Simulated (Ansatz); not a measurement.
# Rh (P6_3/mmc) in Ansatz: further runs

One crystal, Rh, is run at these levels: PBE, LDA, PBEsol; tasks: band structure, single point, equation of state.

Everything below comes from runs of Ansatz 0.2.0. Logs are shortened: lines on timing, memory, paths and dates and some standing lists are left out, and cuts for length are marked.

## 1. Starting point

The structure is hexagonal, space group P6_3/mmc (No. 194). Conventional cell: a = 2.731 Å, b = 2.731 Å, c = 4.428 Å, α = 90.00°, β = 90.00°, γ = 120.00°. Rh (site symmetry -6m2) is surrounded by 12 Rh at 2.72 to 2.73 Å.

This isn't the form of Rh at room conditions, which is fcc.

## 2. Band structure, PBE

input.yaml reads:

```yaml
crystal:
  lattice:
    - [2.7309790422, 0.0, 0.0]
    - [-1.3654895211, 2.3650972278, 0.0]
    - [0.0, 0.0, 4.428489]
  atoms:
    - { symbol: Rh, position: [0.3333333333, 0.6666666667, 0.25] }
    - { symbol: Rh, position: [0.6666666667, 0.3333333333, 0.75] }
kpoints:
  mp_grid: { grid: [11, 11, 6] }
  band_path:
    path:
      - [0.0, 0.0, 0.0]
      - [0.5, 0.0, 0.0]
      - [0.3333333333, 0.3333333333, 0.0]
      - [0.0, 0.0, 0.0]
      - [0.0, 0.0, 0.5]
      - [0.5, 0.0, 0.5]
      - [0.3333333333, 0.3333333333, 0.5]
      - [0.0, 0.0, 0.5]
    npoints: 6
scf:
  occupations: { method: fermi_dirac, width: 0.05 }
hamiltonian:
  xc: pbe
  pseudopotentials: { kind: all_electron, lapw: { basis_error: 0.001 } }
output:
  forces: true
  stress: true
  eigenvalues: true
```

Potentials or basis: all-electron LAPW, scalar-relativistic.

Started as:

```console
$ ansatz run input.yaml --threads 1 --pin off --max-ram 3072MiB --backend cpu --events-out ev --progress --plain --runs-dir out
```

Standard output:

```text
Warning: RAYON_NUM_THREADS=1 ignored (pool sized by the plan → 1); use --threads N
LAPW: plane waves up to 8.423 Å⁻¹, error target 1.0e-3 eV per atom; small_component_spin mean_spin; Rh in spheres of 1.359 Å, 27 of its electrons in bands, Dirac shells [] (how accurate: hamiltonian.pseudopotentials.lapw.basis_error, Limitations)
Engine: ansatz 0.2.0, x86_64-unknown-linux-gnu
Pseudopotentials: kind: all_electron
Pseudopotential: Rh, LAPW, valence charge 27, lapw/all_electron/scalar/gaussian/Rh, Koelling and Harmon's equation, gaussian nucleus
Functional definition: PBE
  parameter kappa = 0.804
  parameter beta = 0.06672455060314922
  exchange = pbe_x(kappa = kappa, mu = beta*pi^2/3)
  correlation = pbe_c(beta = beta)
Crystal: 2 atoms, lattice volume = 28.604 Å³
Basis set: ecut = 270.32063186723934 eV, 287 PW (Γ), exchange–correlation at level 2
Bands: 33, of which v1, the nominal top of the filled ones, is band 27 counted from 1 (26 counted from 0)
Symmetry: 24 space group operations
Space group: P63/mmc (ITA 194), of the structure as read, at distance tolerance 3.1e-5 Å
k-points: 64 of 726
Non-local potential: Rh, projectors of the file, none
Initial density: superposition of atomic densities (chi_scale 0.1, normalization cell)
Initial wavefunctions: plane waves of lowest kinetic energy (no species holds an atomic orbital)
Functional: x = pbe(κ = 0.804, μ = 0.2195149727645171), c = pbe(β = 0.06672455060314922)
iter 1 solved again at ethr=3.44e-4 eV; its pass at ethr=1.00e-1 eV (dr2=1.86e-1 eV) is discarded
SCF iter   1: F=—  HF=-260375.442023 eV  |F-HF|=—  |Δ(HF+E_count)|=         —  Δρ=3.63e-2  dr2=1.87e-1  ethr=3.44e-4  ⟨swp⟩=2.8  Hψ=13725  notcnv=0
preconditioner: auto → Kerker (q_TF=auto, 3.033 Å⁻¹)  [metal: Δε(μ)=0.005 eV  Ē_g=10.106 eV  σ=0.050 eV  W_gap=0.03  n_scr=22 (ndim 8)  ℏωp=29.5 eV  f_vac=0.000  D(μ)=3.79/eV (n_scr^D=54)]
iter 2 solved again at ethr=1.33e-5 eV; its pass at ethr=3.44e-4 eV (dr2=7.16e-3 eV) is discarded
SCF iter   2: F=—  HF=-260374.611361 eV  |F-HF|=—  |Δ(HF+E_count)|=   8.31e-1  Δρ=5.61e-3  dr2=7.17e-3  ethr=1.33e-5  ⟨swp⟩=2.0  Hψ=10971  notcnv=0
SCF iter   3: F=—  HF=-260374.526744 eV  |F-HF|=—  |Δ(HF+E_count)|=   8.46e-2  Δρ=8.36e-3  dr2=1.37e-2  ethr=1.33e-5  ⟨swp⟩=2.6  Hψ=6405  notcnv=0
SCF iter   4: F=—  HF=-260374.522581 eV  |F-HF|=—  |Δ(HF+E_count)|=   4.16e-3  Δρ=3.20e-3  dr2=2.69e-3  ethr=1.33e-5  ⟨swp⟩=2.0  Hψ=6140  notcnv=0
SCF iter   5: F=—  HF=-260374.522958 eV  |F-HF|=—  |Δ(HF+E_count)|=   3.77e-4  Δρ=9.16e-4  dr2=2.49e-4  ethr=4.98e-6  ⟨swp⟩=2.0  Hψ=6083  notcnv=0
SCF iter   6: F=—  HF=-260374.522977 eV  |F-HF|=—  |Δ(HF+E_count)|=   1.86e-5  Δρ=1.52e-4  dr2=5.13e-6  ethr=4.61e-7  ⟨swp⟩=2.0  Hψ=6158  notcnv=0
SCF iter   7: F=—  HF=-260374.522976 eV  |F-HF|=—  |Δ(HF+E_count)|=   6.79e-7  Δρ=2.94e-5  dr2=2.39e-7  ethr=9.51e-9  ⟨swp⟩=2.0  Hψ=6158  notcnv=0
SCF iter   8: F=-260374.522976 eV  HF=-260374.522976 eV  |F-HF|=4.77e-8  |Δ(HF+E_count)|=   7.88e-8  Δρ=1.02e-5  dr2=3.34e-8  ethr=4.42e-10  ⟨swp⟩=2.0  Hψ=6158  notcnv=0
SCF 1 converged in 8 iterations: F = -260374.522976 eV  dr2 = 3.34e-8
NSCF: frozen V_eff on 43 k-points
SCF converged after 8 iterations
Free energy (F): -260374.522976 eV
Harris-Foulkes:  -260374.522976 eV  (|F-HF|=4.77e-8)
Internal energy: -260374.492872 eV  (E = F + TS)
E sigma→0 (E₀):  -260374.507924 eV
Entropy (-TS):   -0.030104 eV (-15.052 meV/atom)
Fermi energy:    23.462623 eV
--- Per-component energies (eV) ---
  E_band       = -5599.695432
  E_kinetic    = 271237.368597
  E_xc         = -7560.378406
  E_electrostatic = -524051.483063  (all electrons and nuclei)
  E_smearing   = -0.030104  (= −TS)
  E_closure    = 0.000000  (closes the sum)
  E_atoms      = -260360.053172  (free atoms, spherical and without spin; not in F)
  Σ components = -260374.522976   (vs F -260374.522976, Δ=0.00e0)
  Basis errors (estimates in eV, not in F): energy 1.8e-4 per atom: plane waves 1.7e-4 (1.2e-4 summed), levels above the bands 5.6e-95, relativity 6.1e-8, radial functions 1.0e-5, core shells 2.2e-7; eigenvalues (radial functions only) 4.0e-6; not estimated: angular momenta, meshes, grids; target (lapw.basis_error) 1.0e-3; muffin-tin radii Rh 1.359 Å
--- Forces (eV/Å), atoms counted from 1 ---
  atom   1  Rh     0.00000000    -0.00000000     0.00000000
  atom   2  Rh     0.00000000     0.00000000    -0.00000000
  max |Σ_I F_I| component: 4.63e-18 eV/Å
--- Stress (GPa, compression-positive) ---
       -3.067742       0.000000      -0.000000
        0.000000      -3.067742      -0.000000
       -0.000000      -0.000000      -4.356347
  P = ⅓ Tr σ = -3.4973 GPa (-34.973 kbar)
--- Band table (eV; the first three rows and the last of 64) ---
  k-point 0: bands = ["-273.4299", "-273.4299", "-273.4222", "-273.4222", "-273.4222", "-273.4222", "-273.4176", "-273.4176", "-273.4176", "-273.4176", "-55.3647", "-55.2667", "-23.5364", "-22.9671", "-22.9671", "-22.8845", "-22.8740", "-22.8740", "15.7099", "17.5871", "20.5305", "20.6170", "20.6170", "21.1035", "21.1035", "21.6899", "21.6899", "23.6015", "23.6015", "24.2115", "31.6811", "39.2018", "41.2826"]
  k-point 1: bands = ["-273.4299", "-273.4299", "-273.4222", "-273.4222", "-273.4222", "-273.4222", "-273.4176", "-273.4176", "-273.4176", "-273.4176", "-55.3582", "-55.2733", "-23.4940", "-22.9609", "-22.9609", "-22.9295", "-22.8803", "-22.8803", "15.9794", "17.6515", "20.4308", "20.5213", "20.5213", "20.9877", "20.9877", "21.9589", "21.9589", "23.2534", "23.5802", "23.5802", "32.9860", "38.7767", "41.2616"]
  k-point 2: bands = ["-273.4299", "-273.4299", "-273.4222", "-273.4222", "-273.4222", "-273.4222", "-273.4176", "-273.4176", "-273.4176", "-273.4176", "-55.3403", "-55.2913", "-23.3771", "-23.0513", "-22.9439", "-22.9439", "-22.8974", "-22.8974", "16.7020", "17.7462", "20.2463", "20.4402", "20.4402", "20.7368", "20.7368", "21.5557", "22.5100", "22.5100", "23.4313", "23.4313", "35.7069", "38.3985", "40.2541"]
  k-point 63: bands = ["-273.4299", "-273.4299", "-273.4222", "-273.4222", "-273.4222", "-273.4222", "-273.4176", "-273.4176", "-273.4176", "-273.4176", "-55.2476", "-55.2476", "-23.4047", "-23.4047", "-23.2343", "-23.2343", "-23.0017", "-23.0017", "18.7410", "18.7410", "19.5094", "19.5094", "20.5040", "20.5040", "21.8122", "21.8122", "23.7037", "23.7037", "30.0866", "30.0866", "32.8181", "32.8181", "34.1930"]
```

It took 26 s on 1 thread of Intel Xeon at 2.70GHz, shared host; peak memory 0.4 GiB.

Results:

| Property | Result |
| --- | --- |
| Free energy | -260374.5230 eV |
| Pressure | -3.5 GPa |
| Band gap along the path | none (metal or under the smearing width) |

Levels at the corners of the path, in eV from the Fermi level:
| point | band 25 | band 26 | band 27 | band 28 | band 29 | band 30 |
| --- | --- | --- | --- | --- | --- | --- |
| Γ | -2.36 | -1.77 | -1.77 | 0.14 | 0.14 | 0.75 |
| M | -2.02 | 0.42 | 0.59 | 0.70 | 2.93 | 4.96 |
| K | -1.70 | -0.08 | -0.08 | 0.16 | 6.11 | 6.38 |
| Γ | -2.36 | -1.77 | -1.77 | 0.14 | 0.14 | 0.75 |
| A | -2.94 | -2.94 | -0.40 | -0.40 | -0.40 | -0.40 |
| L | -0.27 | -0.27 | 0.59 | 0.59 | 2.63 | 2.63 |
| H | -1.74 | -1.74 | 0.21 | 0.21 | 7.29 | 7.29 |
| A | -2.94 | -2.94 | -0.40 | -0.40 | -0.40 | -0.40 |

## 3. Band structure, LDA

Edit input.yaml of step 2 so:

```diff
@@ -24,3 +24,3 @@
 hamiltonian:
-  xc: pbe
+  xc: lda
   pseudopotentials: { kind: all_electron, lapw: { basis_error: 0.001 } }
```

Potentials or basis: all-electron LAPW, scalar-relativistic.

Started as:

```console
$ ansatz run input.yaml --threads 1 --pin off --max-ram 3072MiB --backend cpu --events-out ev --progress --plain --runs-dir out
```

Run time: 37 s. Hardware: 1 thread of Intel Xeon at 2.70GHz, shared host; peak memory 0.39 GiB.

The run converged. Its results:

```
Free energy             : -260126.1838 eV
Pressure                : -19.4 GPa
Band gap along the path : none (metal or under the smearing width)
```

Stress tensor (GPa, compression positive):
```
-18.89   0.00   0.00
  0.00 -18.89   0.00
  0.00   0.00 -20.37
```

Levels at the corners of the path, in eV from the Fermi level:
```csv
point,band 23,band 24,band 25,band 26,band 27,band 28,band 29,band 30,band 31,band 32
Γ,-2.87,-2.38,-2.38,-1.79,-1.79,0.14,0.14,0.70,8.12,15.74
M,-2.58,-2.14,-2.05,0.42,0.60,0.71,2.91,4.91,9.92,10.42
K,-3.12,-3.12,-1.72,-0.08,-0.08,0.16,6.09,6.28,6.28,12.78
Γ,-2.87,-2.38,-2.38,-1.79,-1.79,0.14,0.14,0.70,8.12,15.74
A,-2.97,-2.97,-2.97,-2.97,-0.41,-0.41,-0.41,-0.41,14.54,14.54
L,-1.57,-1.57,-0.28,-0.28,0.60,0.60,2.58,2.58,8.88,8.88
H,-2.98,-2.98,-1.76,-1.76,0.21,0.21,7.24,7.24,9.30,9.30
A,-2.97,-2.97,-2.97,-2.97,-0.41,-0.41,-0.41,-0.41,14.54,14.54
```

## 4. Band structure, PBEsol

Edit input.yaml of step 3 so:

```diff
@@ -24,3 +24,3 @@
 hamiltonian:
-  xc: lda
+  xc: pbesol
   pseudopotentials: { kind: all_electron, lapw: { basis_error: 0.001 } }
```

Started as:

```console
$ ansatz run input.yaml --threads 1 --pin off --max-ram 3072MiB --backend cpu --events-out ev --progress --plain --runs-dir out
```

Wall time 34 s (1 thread of Intel Xeon at 2.70GHz, shared host); peak memory 0.39 GiB.

Results (log left out):

| Item | Value |
| --- | --- |
| Free energy | -260246.2003 eV |
| Pressure | -13.7 GPa |
| Band gap along the path | none (metal or under the smearing width) |

Stress tensor (GPa, compression positive):
```
-13.21   0.00   0.00
  0.00 -13.21   0.00
  0.00   0.00 -14.61
```

Levels at the corners of the path, in eV from the Fermi level:
| point | band 23 | band 24 | band 25 | band 26 | band 27 | band 28 | band 29 | band 30 | band 31 | band 32 |
| --- | --- | --- | --- | --- | --- | --- | --- | --- | --- | --- |
| Γ | -2.86 | -2.37 | -2.37 | -1.78 | -1.78 | 0.14 | 0.14 | 0.67 | 8.16 | 15.67 |
| M | -2.58 | -2.13 | -2.07 | 0.42 | 0.60 | 0.71 | 2.90 | 4.91 | 9.96 | 10.42 |
| K | -3.12 | -3.12 | -1.71 | -0.08 | -0.08 | 0.16 | 6.06 | 6.31 | 6.31 | 12.79 |
| Γ | -2.86 | -2.37 | -2.37 | -1.78 | -1.78 | 0.14 | 0.14 | 0.67 | 8.16 | 15.67 |
| A | -2.96 | -2.96 | -2.96 | -2.96 | -0.40 | -0.40 | -0.40 | -0.40 | 14.50 | 14.50 |
| L | -1.56 | -1.56 | -0.29 | -0.29 | 0.59 | 0.59 | 2.57 | 2.57 | 8.92 | 8.92 |
| H | -2.99 | -2.99 | -1.75 | -1.75 | 0.21 | 0.21 | 7.24 | 7.24 | 9.27 | 9.27 |
| A | -2.96 | -2.96 | -2.96 | -2.96 | -0.40 | -0.40 | -0.40 | -0.40 | 14.50 | 14.50 |

[end of part 1 of 2]
